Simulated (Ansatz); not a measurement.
Crystal: PbS (Galena).

```xyz
2
Lattice="0.0000 2.9657 2.9657 2.9657 0.0000 2.9657 2.9657 2.9657 0.0000" Properties=species:S:1:pos:R:3 pbc="T T T"
Pb    0.0000    0.0000    0.0000
S     2.9657    2.9657    2.9657
```

* Program: Ansatz 0.2.0
* Task: relaxation of cell and atoms
* Functional: HSE06
* Potentials or basis: Ansatz PAW
* Cutoff: 420 eV (not typed: the program's choice for these potentials)
* k mesh: 4 × 4 × 4
* Occupations: fermi-dirac, width 0.05 eV
* Spin: no spin polarisation

At the start: volume 26.09 Å³/atom.

Problem. Where does the relaxation end?

Solution. It ends after 4 steps and the volume is 26.64 Å³/atom (+2.1 %); space group Fm-3m (No. 225, to 0.05 Å).

The path:
```tsv
step	energy change (eV)	largest force (eV/Å)	volume (Å³)
1	0.0000	0.0000	52.17
2	-0.0024	0.0000	53.96
3	-0.0040	0.0000	53.28
4	-0.0041	0.0000	53.28
```

Final structure:
```cif
data_structure
_symmetry_space_group_name_H-M 'P 1'
_symmetry_Int_Tables_number 1
_cell_length_a 4.2238
_cell_length_b 4.2238
_cell_length_c 4.2238
_cell_angle_alpha 60.000
_cell_angle_beta 60.000
_cell_angle_gamma 60.000
_cell_volume 53.28
loop_
_atom_site_label
_atom_site_type_symbol
_atom_site_fract_x
_atom_site_fract_y
_atom_site_fract_z
_atom_site_occupancy
Pb1 Pb 0.00000 0.00000 0.00000 1
S1 S 0.50000 0.50000 0.50000 1
```

Caveat: the k mesh is coarse (spacing up to 0.46 Å⁻¹), so the values aren't converged, least of all with exact exchange; the plane-wave basis is chosen anew once the cell has moved, so the energies of steps on either side of that aren't comparable; the PAW data sets come from PBE, with cores solved anew for the run's functional, which leaves a small shift of forces and pressure.
